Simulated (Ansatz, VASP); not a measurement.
# MgS in VASP and in Ansatz

Contents of POSCAR:

```
MgS
1.0
    0.0000000000      2.8863962108      2.8863962108
    2.8863962108      0.0000000000      2.8863962108
    2.8863962108      2.8863962108      0.0000000000
Mg S
1 1
Direct
    0.0000000000      0.0000000000      0.0000000000
    0.7500000000      0.7500000000      0.7500000000
```

Contents of INCAR.step1:

```
SYSTEM = MgS
PREC = Accurate
ENCUT = 520
ISMEAR = 0
SIGMA = 0.01
LREAL = .FALSE.
LASPH = .TRUE.
NELM = 60
NBANDS = 11
GGA = PE
ALGO = Normal
EDIFF = 1E-4
LWAVE = .TRUE.
LCHARG = .FALSE.
```

INCAR.step2

```
SYSTEM = MgS
PREC = Accurate
ENCUT = 520
EDIFF = 1E-6
ISMEAR = 0
SIGMA = 0.01
LREAL = .FALSE.
LASPH = .TRUE.
NELM = 60
ALGO = Normal
ISIF = 2
LWAVE = .FALSE.
LCHARG = .FALSE.
METAGGA = R2SCAN
LMIXTAU = .TRUE.
NBANDS = 11
ISTART = 1
```

The input KPOINTS:

```
Automatic mesh
0
G
  6 6 6
  0 0 0
```

Input for Ansatz:

```yaml
crystal:
  lattice:
    - [0.0, 2.8863962108, 2.8863962108]
    - [2.8863962108, 0.0, 2.8863962108]
    - [2.8863962108, 2.8863962108, 0.0]
  atoms:
    - { symbol: Mg, position: [0.0, 0.0, 0.0] }
    - { symbol: S, position: [0.75, 0.75, 0.75] }
kpoints:
  mp_grid: { grid: [6, 6, 6] }
hamiltonian:
  xc: r2scan
scf:
  occupations: { method: fixed }
  n_extra_bands: 4
output:
  forces: true
  stress: true
  eigenvalues: true
```

Alike in both runs: task single point; functional r2SCAN; k mesh 6 × 6 × 6; no spin polarisation.

|  | VASP | Ansatz |
| --- | --- | --- |
| version | VASP 6.6.1 | Ansatz 0.2.0 |
| potentials or method | VASP PAW PBE potentials, release 64 (Mg, S) | plane waves, PAW |
| plane-wave cutoff (eV) | 520 | 500 |
| occupations | gaussian, width 0.01 eV | fixed |
| valence electrons in the cell | 8 | 16 |

VASP gave:

- gap on the k mesh at the Fermi level (eV): 3.83
- pressure (GPa): -3.4

Problem. What did Ansatz give for the same quantities?

Solution. gap on the k mesh at the Fermi level (eV): 3.84; pressure (GPa): -3.1.

The two sets of potentials don't hold the same shells in valence.

Caveats: the PAW data sets were made with another functional, which shifts forces and pressure a little (VASP). r2SCAN opens gaps a little over a GGA but as a rule still falls short of measured ones.
